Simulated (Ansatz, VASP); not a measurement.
One calculation of Nb, two programs

File INCAR:

```
PREC = Accurate
ENCUT = 520
EDIFF = 1E-7
ISMEAR = -1
SIGMA = 0.1
LREAL = False
LASPH = True
NELM = 80
ALGO = Normal
ISIF = 2
LWAVE = False
LCHARG = False
GGA = PE
NBANDS = 12
```

Contents of KPOINTS:

```
Automatic mesh
0
Gamma
  16 16 16
```

POSCAR

```
Nb
1.0
    2.2699716454      0.0000000000      0.0000000000
    0.0000000000      2.2699716454      0.0000000000
    0.0000000000      0.0000000000      2.2699716454
Nb
1
Direct
    0.0000000000      0.0000000000      0.0000000000
```

Input for Ansatz:

```yaml
crystal:
  lattice:
    - [2.2699716454, 0.0, 0.0]
    - [0.0, 2.2699716454, 0.0]
    - [0.0, 0.0, 2.2699716454]
  atoms:
    - { symbol: Nb, position: [0.0, 0.0, 0.0] }
kpoints:
  mp_grid: { grid: [16, 16, 16] }
scf:
  occupations: { method: fermi_dirac, width: 0.1 }
hamiltonian:
  xc: pbe
  pseudopotentials: { kind: all_electron, lapw: { basis_error: 0.001 } }
output:
  forces: true
  stress: true
  eigenvalues: true
  populations: true
```

Change from the starting cell: volume scaled by 0.58, LAPW.

Alike in both runs: task single point; functional PBE; k mesh 16 × 16 × 16; occupations fermi-dirac, width 0.1 eV; no spin polarisation.

```csv
,VASP,Ansatz
version,VASP 6.6.1,Ansatz 0.2.0
potentials or method,"VASP PAW PBE potentials, release 64 (Nb_sv)","all-electron LAPW, scalar-relativistic"
plane-wave cutoff (eV),520,see its input
```

```csv
,VASP,Ansatz,Ansatz less VASP
pressure (GPa),203.6,203.4,-0.15
```

Ansatz ran all-electron here, so the differences hold the error of VASP's frozen core and of both bases.

Caveats: the cell as given lies far from equilibrium; so large a pressure means that the cell lies far from this level's equilibrium, or that cutoff or potentials fall short (VASP).
